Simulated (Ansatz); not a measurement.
## How an unstable B structure lowers its energy

Theory: Ansatz 0.2.0, DFT PBEsol, scalar-relativistic, plane waves, PAW. Settings: cutoff 420 eV, Γ-centred meshes no coarser than 0.19 Å⁻¹ for metals and 0.3 Å⁻¹ for insulators (2π included), Gaussian smearing.

The start was the omega type (P6/mmm, No. 191), relaxed within its symmetry. A cell of 6 atoms (2 times the primitive one) was then disturbed at random, relaxed without symmetry and relaxed once more on a fine mesh. For metals, differences of a few meV/atom aren't resolved. No dispersion correction is applied, so the spacing between layers, chains or molecules is poorly fixed, and with it the volume and density.

Before:

```
B
1.0
     4.18721    0.00000    0.00000
    -2.09360    3.62623    0.00000
     0.00000    0.00000    1.60187
B
3
Direct
  0.00000 0.00000 0.00000
  0.33333 0.66667 0.50000
  0.66667 0.33333 0.50000
```

After:

```
B
1.0
     3.97316    0.00000    0.00000
     0.00000    1.63372    0.00000
    -0.64321    0.00000    7.63310
B
6
Direct
  0.53095 0.25000 0.10665
  0.30077 0.25000 0.45197
  0.69923 0.75000 0.54803
  0.46905 0.75000 0.89335
  0.22228 0.75000 0.23548
  0.77772 0.25000 0.76452
```

Q: Is this a distortion of the same structure or a reconstruction, and what lowers the energy?

A: A reconstruction, from P6/mmm (No. 191) to P2_1/m (No. 11). Each B has on average 6 B contacts in place of 2, longer on average (1.60 → 1.77 Å).

Q: What does it gain?

A: 605 meV/atom, with the volume going from 8.11 to 8.26 Å³/atom.

This form isn't the element's structure at ambient conditions.